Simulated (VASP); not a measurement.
# CdSe (I4mm) in VASP: a series of runs

Runs on CdSe. Level: LDA. Tasks: single point.

Program: VASP 6.6.1. These are calculated values, not measurements. Logs are shortened: lines on timing, memory, paths and dates and some standing lists are left out, and cuts for length are marked.

## Step 1: The cell of the first run

Symmetry: I4mm, No. 107, tetragonal system. Conventional cell: a = 4.064 Å, b = 4.064 Å, c = 5.748 Å, α = 90.00°, β = 90.00°, γ = 90.00°. Cd (site symmetry 4mm) has 6 Se at 2.80 to 2.95 Å as nearest neighbours. Se (site symmetry 4mm) has 6 Cd at 2.80 to 2.95 Å as nearest neighbours.

Measurements of this composition are mostly on another form, of space group No. 186.

## Step 2: Single point, LDA

Contents of INCAR:

```
ALGO     = Fast           # electronic algorithm
EDIFF    = 1E-6           # SCF threshold, eV
ENCUT    = 520            # plane-wave cutoff, eV
GGA      = CA             # functional
ISIF     = 2              # what is computed and relaxed
ISMEAR   = 0              # smearing method
LASPH    = True           # aspherical terms in the spheres
LCHARG   = False          # write CHGCAR
LREAL    = False          # projectors in reciprocal space
LWAVE    = False          # write WAVECAR
NBANDS   = 16             # bands
NELM     = 100            # most SCF steps
PREC     = Accurate       # precision mode
SIGMA    = 0.15           # smearing width, eV
```

Contents of KPOINTS:

```
k-points
0
Gamma
  14 14 14
```

Contents of POSCAR:

```
CdSe
1.0
    0.0000000000      2.8739580000      2.8739580000
    2.8739580000      0.0000000000      2.8739580000
    2.8739580000      2.8739580000      0.0000000000
Cd Se
1 1
Direct
    0.0000000000      0.0000000000      0.0000000000
    0.4869517926      0.4869517926      0.5130482074
```

Potentials or basis: VASP PAW LDA potentials, release 64 (Cd, Se).

On the command line:

```sh
> cat potpaw_LDA.64/Cd/POTCAR potpaw_LDA.64/Se/POTCAR > POTCAR
> mpirun -np 1 vasp_std > vasp.out
```

OUTCAR:

```text
EDIFF = 1E-6
   ENCUT = 520
   GGA = CA
   ISIF = 2
   ISMEAR = 0
   LASPH = True
   LREAL = False
   NELM = 100
   PREC = Accurate

 ion  position               nearest neighbor table
   1  0.000  0.000  0.000-   2 2.80   2 2.87   2 2.87   2 2.87   2 2.87   2 2.95
   2  0.487  0.487  0.513-   1 2.80   1 2.87   1 2.87   1 2.87   1 2.87   1 2.95

  LATTYP: Found a face centered cubic cell.
 ALAT       =     5.7479160000

  Lattice vectors:

 A1 = (   0.0000000000,   2.8739580000,   2.8739580000)
 A2 = (   2.8739580000,   0.0000000000,   2.8739580000)
 A3 = (   2.8739580000,   2.8739580000,   0.0000000000)

Analysis of symmetry for initial positions (statically):
=====================================================================
 Subroutine PRICEL returns:
 Original cell was already a primitive cell.

 Routine SETGRP: Setting up the symmetry group for a
 face centered cubic supercell.

 Subroutine GETGRP returns: Found  8 space group operations
 (whereof  8 operations were pure point group operations)
 out of a pool of 48 trial point group operations.

The static configuration has the point symmetry C_4v.

Analysis of symmetry for dynamics (positions and initial velocities):
=====================================================================
 Subroutine PRICEL returns:
 Original cell was already a primitive cell.

 Routine SETGRP: Setting up the symmetry group for a
 face centered cubic supercell.

 Subroutine GETGRP returns: Found  8 space group operations
 (whereof  8 operations were pure point group operations)
 out of a pool of 48 trial point group operations.

The dynamic configuration has the point symmetry C_4v.

 Subroutine INISYM returns: Found  8 space group operations
 (whereof  8 operations are pure point group operations),
 and found     1 'primitive' translations

----------------------------------------------------------------------------------------

                                     Primitive cell

  volume of cell :      47.4757

  direct lattice vectors                    reciprocal lattice vectors
     0.000000000  2.873958000  2.873958000    -0.173976098  0.173976098  0.173976098
     2.873958000  0.000000000  2.873958000     0.173976098 -0.173976098  0.173976098
     2.873958000  2.873958000  0.000000000     0.173976098  0.173976098 -0.173976098

  length of vectors
     4.064390381  4.064390381  4.064390381     0.301335442  0.301335442  0.301335442

  position of ions in fractional coordinates (direct lattice)
     0.000000000  0.000000000  0.000000000
     0.486951793  0.486951793  0.513048207

  ion indices of the primitive-cell ions
   primitive index   ion index
                 1           1
                 2           2

----------------------------------------------------------------------------------------

 KPOINTS: k-points

Automatic generation of k-mesh.
 Grid dimensions read from file:
 generate k-points for:   14   14   14

 Generating k-lattice:

  Cartesian coordinates                     Fractional coordinates (reciprocal lattice)
    -0.012426864  0.012426864  0.012426864     0.071428571  0.000000000  0.000000000
     0.012426864 -0.012426864  0.012426864     0.000000000  0.071428571  0.000000000
     0.012426864  0.012426864 -0.012426864     0.000000000  0.000000000  0.071428571

  Length of vectors
     0.021523960  0.021523960  0.021523960

  Shift w.r.t. Gamma in fractional coordinates (k-lattice)
     0.000000000  0.000000000  0.000000000

 Subroutine IBZKPT returns following result:
 ===========================================

 Found    244 irreducible k-points:

 Following reciprocal coordinates:
            Coordinates               Weight
  0.000000  0.000000  0.000000      1.000000
  0.071429  0.000000  0.000000      8.000000
  0.142857  0.000000  0.000000      8.000000
  0.214286  0.000000  0.000000      8.000000
  0.285714  0.000000  0.000000      8.000000
  0.357143  0.000000  0.000000      8.000000
[... 16 lines left out ...]
 -0.428571  0.071429  0.000000      8.000000
  0.000000 -0.428571  0.071429     16.000000
 [... further k-points ...]
   k-points           NKPTS =    244   k-points in BZ     NKDIM =    244   number of bands    NBANDS=     16
   number of dos      NEDOS =    301   number of ions     NIONS =      2
   total plane-waves  NPLWV =  27000
   dimension x,y,z NGX =    30 NGY =   30 NGZ =   30
   dimension x,y,z NGXF=    60 NGYF=   60 NGZF=   60
   ions per type =               1   1
   NGX,Y,Z   is equivalent  to a cutoff of  12.27, 12.27, 12.27 a.u.
   NGXF,Y,Z  is equivalent  to a cutoff of  24.54, 24.54, 24.54 a.u.
 SYSTEM =  unknown system
   PREC   = accura    normal or accurate (medium, high low for compatibility)
   ISTART =      0    job   : 0-new  1-cont  2-samecut
   ICHARG =      2    charge: 1-file 2-atom 10-const
   ISPIN  =      1    spin polarized calculation?
   LNONCOLLINEAR =      F non collinear calculations
   LSORBIT =      F    spin-orbit coupling
   LASPH  =      T    aspherical Exc in radial PAW
   ENCUT  =  520.0 eV  38.22 Ry    6.18 a.u.   7.56  7.56  7.56*2*pi/ulx,y,z
   NELM   =    100;   NELMIN=  2; NELMDL= -5     # of ELM steps
   EDIFF  = 0.1E-05   stopping-criterion for ELM
   LREAL  =      F    real-space projection
   EDIFFG = 0.1E-04   stopping-criterion for IOM
   NSW    =      0    number of steps for IOM
   IBRION =     -1    ionic relax: 0-MD 1-quasi-New 2-CG
   NFREE  =      0    steps in history (QN), initial steepest desc. (CG)
   ISIF   =      2    stress and relaxation
   ISYM   =      2    0-nonsym 1-usesym 2-fastsym
   POTIM  = 0.5000    time-step for ionic-motion
   TEBEG  =    0.0;   TEEND  =   0.0 temperature during run
   PSTRESS=    0.0 pullay stress
   NELECT =      18.0000    total number of electrons
   NUPDOWN=      -1.0000    fix difference up-down
   EMIN   =  10.00;   EMAX   =-10.00  energy-range for DOS
   EFERMI =   0.00;   METHOD = LEGACY
   ISMEAR =     0;   SIGMA  =   0.15  broadening in eV -4-tet -1-fermi 0-gaus
   EFERMI_NEDOS =   21; number of points for ismear=-14 and -15
   IALGO  =     68    algorithm
   IMIX   =      4    mixing-type and parameters
     AMIX     =   0.40;   BMIX     =  1.00
     AMIX_MAG =   1.60;   BMIX_MAG =  1.00
  volume/ion in A,a.u.               =      23.74       160.19
  Fermi-wavevector in a.u.,A,eV,Ry     =   1.184882  2.239103 19.101849  1.403946
  Thomas-Fermi vector in A             =   2.321088
   LORBIT       =      0    0 simple, 1 ext, 2 COOP (PROOUT), +10 PAW based schemes
   GGA     = CA    functional components
   LHFCALC =     F    Hartree Fock is set to
   AEXX    =    0.0000 exact exchange contribution
   IVDW    =     0    specifies the selected vdW correction
   LEPSILON=     F    determine dielectric tensor
   LRPA    =     F    only Hartree local field effects (RPA)
 non-spin polarized calculation
 RMM-DIIS sequential band-by-band and
 Gauss-broadening in eV      SIGMA  =   0.15
  energy-cutoff  :      520.00
  volume of cell :       47.48
 maximum number of plane-waves:      1299
   NGX = 15   NGY = 15   NGZ = 15

 number of electron      18.0000007 magnetization

 Free energy of the ion-electron system (eV)
  ---------------------------------------------------
  ext. energy  EPLUGINS =         0.00000000
  ---------------------------------------------------
  free energy    TOTEN  =        -6.52541499 eV

  energy without entropy =       -6.52023939  energy(sigma->0) =       -6.52282719

 E-fermi :   2.1954     XC(G=0): -10.3252

 val. band max:        2.1896713194   @ k =  -0.4286   0.5000   0.0714
 cond. band min:       2.3871868600   @ k =   0.0714   0.5000   0.4286
 fundamental gap:      0.1975155406
 Fermi energy:         2.1953762589

 k-point     1 :       0.0000    0.0000    0.0000
  band No.  band energies     occupation
      1     -10.7710      2.00000
      2      -5.7474      2.00000
      3      -5.7386      2.00000
      4      -5.7223      2.00000
      5      -5.7223      2.00000
      6      -5.7189      2.00000
[... 8 lines left out ...]
     15      11.7655      0.00000
     16      11.7655      0.00000

 k-point     2 :       0.0714    0.0000    0.0000
  band No.  band energies     occupation
      1     -10.7341      2.00000
      2      -5.7576      2.00000
      3      -5.7491      2.00000
      4      -5.7239      2.00000
      5      -5.7163      2.00000
      6      -5.7143      2.00000
[... 8 lines left out ...]
     15      11.5062      0.00000
     16      11.7567      0.00000

 k-point     3 :       0.1429    0.0000    0.0000
  band No.  band energies     occupation
      1     -10.6276      2.00000
      2      -5.7884      2.00000
      3      -5.7802      2.00000
      4      -5.7325      2.00000
      5      -5.6973      2.00000
      6      -5.6961      2.00000
[... 8 lines left out ...]
     15      11.5753      0.00000
     16      11.6463      0.00000

 k-point     4 :       0.2143    0.0000    0.0000
  band No.  band energies     occupation
      1     -10.4638      2.00000
      2      -5.8327      2.00000
      3      -5.8251      2.00000
      4      -5.7500      2.00000
      5      -5.6690      2.00000
      6      -5.6683      2.00000
[... 8 lines left out ...]
     15      12.0270      0.00000
     16      12.0308      0.00000
[... 324 lines left out ...]
 k-point    22 :       0.0000    0.5000    0.0714
  band No.  band energies     occupation
      1      -9.8709      2.00000
      2      -5.9502      2.00000
      3      -5.9242      2.00000
      4      -5.8579      2.00000
      5      -5.5826      2.00000
      6      -5.5788      2.00000
[... 8 lines left out ...]
     15      14.8947      0.00000
     16      15.0726      0.00000

 k-point    23 :      -0.4286    0.0714    0.0000
  band No.  band energies     occupation
      1      -9.8886      2.00000
      2      -5.9504      2.00000
      3      -5.9239      2.00000
      4      -5.8492      2.00000
      5      -5.5873      2.00000
      6      -5.5789      2.00000
[... 8 lines left out ...]
     15      14.2834      0.00000
     16      15.3146      0.00000

 k-point    24 :       0.0000   -0.4286    0.0714
  band No.  band energies     occupation
      1      -9.8884      2.00000
      2      -5.9544      2.00000
      3      -5.9214      2.00000
      4      -5.8487      2.00000
      5      -5.5870      2.00000
      6      -5.5790      2.00000
[... 8 lines left out ...]
     15      14.2818      0.00000
     16      15.3138      0.00000

 [... further k-points ...]

------------------------ aborting loop because EDIFF is reached ----------------------------------------

  FORCE on cell =-STRESS in cart. coord.  units (eV):
  Direction    XX          YY          ZZ          XY          YZ          ZX
  --------------------------------------------------------------------------------------
  -------------------------------------------------------------------------------------
  Total       -1.6723611     -1.6723611     -1.5526015      0.0000000      0.0000000      0.0000000
  in kB      -56.4377100    -56.4377100    -52.3961436      0.0000000      0.0000000      0.0000000
  external PRESSURE =     -55.0905212 kB  Pullay stress =       0.0000000 kB

 VOLUME and BASIS-vectors are now :
 -----------------------------------------------------------------------------
  energy-cutoff  :      520.00
  volume of cell :       47.48
      direct lattice vectors                 reciprocal lattice vectors
     0.000000000  2.873958000  2.873958000    -0.173976098  0.173976098  0.173976098
     2.873958000  0.000000000  2.873958000     0.173976098 -0.173976098  0.173976098
     2.873958000  2.873958000  0.000000000     0.173976098  0.173976098 -0.173976098

 POSITION                                       TOTAL-FORCE (eV/Angst)
 -----------------------------------------------------------------------------------
      0.00000      0.00000      0.00000         0.000000      0.000000     -0.056325
      2.87396      2.87396      2.79896         0.000000      0.000000      0.056325
 -----------------------------------------------------------------------------------
    total drift:                                0.000000      0.000000     -0.000241

  FREE ENERGIE OF THE ION-ELECTRON SYSTEM (eV)
  ---------------------------------------------------
  free  energy   TOTEN  =        -6.5254149870 eV

  energy  without entropy=       -6.5202393919  energy(sigma->0) =       -6.52282719
```

It took 80 s on 1 thread of Intel Xeon Platinum 8559C (Emerald Rapids), shared host; peak memory 0.29 GiB.

Results:

```yaml
Free_energy: -6.5254 eV
Pressure: -5.5 GPa
Largest_force: 0.056 eV/Å
Band_gap_on_the_k_mesh: none (metal or under the smearing width)
```

Forces on the atoms (eV/Å):
```
Cd   0.000  0.000 -0.056
Se   0.000  0.000  0.056
```

## Step 3: Single point, LDA

Contents of INCAR:

```
ALGO = Fast ; EDIFF = 1E-6
ENCUT = 520 ; ISIF = 2
ISMEAR = 0 ; LASPH = True
LCHARG = False ; LREAL = False
LWAVE = False ; NBANDS = 16
NELM = 100 ; PREC = Accurate
SIGMA = 0.15
```

KPOINTS is that of step 2.

Edit POSCAR of step 2 so:

```diff
@@ -9,2 +9,2 @@
     0.0000000000      0.0000000000      0.0000000000
-    0.4869517926      0.4869517926      0.5130482074
+    0.5173976098      0.5173976098      0.4826023902
```

Potentials or basis: VASP PAW LDA potentials, release 64 (Cd, Se).

On the command line:

```sh
> cat potpaw_LDA.64/Cd/POTCAR potpaw_LDA.64/Se/POTCAR > POTCAR
> mpirun -np 1 vasp_std > vasp.out
```

It took 79 s on 1 thread of Intel Xeon Platinum 8559C (Emerald Rapids), shared host; peak memory 0.29 GiB.

The run converged. Its results:

```
Free energy            : -6.5237 eV
Pressure               : -5.4 GPa
Largest force          : 0.081 eV/Å
Band gap on the k mesh : none (metal or under the smearing width)
```

Forces in eV/Å, atoms in the order of the input:
```
Cd   0.000  0.000  0.081
Se   0.000  0.000 -0.081
```

Stress tensor (GPa, compression positive):
```
-5.66  0.00  0.00
 0.00 -5.66  0.00
 0.00  0.00 -4.94
```

Levels at points of the mesh, in eV from the Fermi level:
| k point | band 5 | band 6 | band 7 | band 8 | band 9 | band 10 | band 11 | band 12 | band 13 | band 14 |
| --- | --- | --- | --- | --- | --- | --- | --- | --- | --- | --- |
| (0.00, 0.00, 0.00) | -7.92 | -7.91 | -0.65 | -0.64 | -0.64 | -0.16 | 8.50 | 8.50 | 8.59 | 9.52 |
| (0.50, 0.00, 0.00) | -7.78 | -7.77 | -5.03 | -0.09 | -0.08 | 2.85 | 5.12 | 5.13 | 5.73 | 11.05 |
| (0.50, 0.50, 0.00) | -7.72 | -7.25 | -4.17 | -2.10 | -2.10 | -0.64 | 5.39 | 9.52 | 10.07 | 10.07 |
| (0.00, 0.50, 0.50) | -7.72 | -7.25 | -4.15 | -2.11 | -2.08 | -0.65 | 5.36 | 9.50 | 10.09 | 10.11 |

## Step 4: Single point, LDA

Contents of INCAR:

```
SYSTEM = CdSe
PREC = Accurate
ENCUT = 520
EDIFF = 1E-6
ISMEAR = 0
SIGMA = 0.15
LREAL = .FALSE.
LASPH = .TRUE.
NELM = 100
ALGO = Fast
ISIF = 2
LWAVE = .FALSE.
LCHARG = .FALSE.
GGA = CA
NBANDS = 16
```

Contents of KPOINTS:

```
regular mesh
0
G
  14 14 14
  0 0 0
```

Edit POSCAR of step 3 so:

```diff
@@ -9,2 +9,2 @@
     0.0000000000      0.0000000000      0.0000000000
-    0.5173976098      0.5173976098      0.4826023902
+    0.5086988049      0.5086988049      0.4913011951
```

On the command line:

```sh
> cat potpaw_LDA.64/Cd/POTCAR potpaw_LDA.64/Se/POTCAR > POTCAR
> mpirun -np 1 vasp_std > vasp.out
```

Run time: 78 s. Hardware: 1 thread of Intel Xeon Platinum 8559C (Emerald Rapids), shared host; peak memory 0.29 GiB.

The run converged. Its results:

```yaml
Free_energy: -6.5266 eV
Pressure: -5.6 GPa
Largest_force: 0.036 eV/Å
Band_gap_on_the_k_mesh: none (metal or under the smearing width)
```

Forces in eV/Å, atoms in the order of the input:
```
Cd   0.000  0.000  0.036
Se   0.000  0.000 -0.036
```

Stress tensor (GPa, compression positive):
```
-5.63  0.00  0.00
 0.00 -5.63  0.00
 0.00  0.00 -5.45
```

Levels at points of the mesh, in eV from the Fermi level:
| k point | band 7 | band 8 | band 9 | band 10 | band 11 | band 12 |
| --- | --- | --- | --- | --- | --- | --- |
| (0.00, 0.00, 0.00) | -0.65 | -0.65 | -0.65 | -0.17 | 8.57 | 8.57 |
| (0.50, 0.00, 0.00) | -5.03 | -0.08 | -0.08 | 2.84 | 5.11 | 5.11 |
| (0.50, 0.50, 0.00) | -4.16 | -2.10 | -2.10 | -0.67 | 5.39 | 9.50 |
| (0.00, 0.50, 0.50) | -4.15 | -2.11 | -2.10 | -0.67 | 5.38 | 9.50 |

## Step 5: Overview

| cell | gap on the mesh (eV) | pressure (GPa) | largest force (eV/Å) |
| --- | --- | --- | --- |
| all Se atoms moved +0.075 Å, as atom 2 towards its neighbour atom 1 (Cd) at 2.874 Å | none | -5.5 | 0.06 |
| all Se atoms moved -0.100 Å, as atom 2 towards its neighbour atom 1 (Cd) at 2.874 Å | none | -5.4 | 0.08 |
| all Se atoms moved -0.050 Å, as atom 2 towards its neighbour atom 1 (Cd) at 2.874 Å | none | -5.6 | 0.04 |

Alike in all rows: task single point; level LDA; potentials or basis VASP PAW LDA potentials, release 64 (Cd, Se); no spin polarisation; k mesh 14 × 14 × 14; cutoff (eV) 520; smearing gaussian 0.15 eV.

Absolute energies hang on the potentials; compare differences alone.
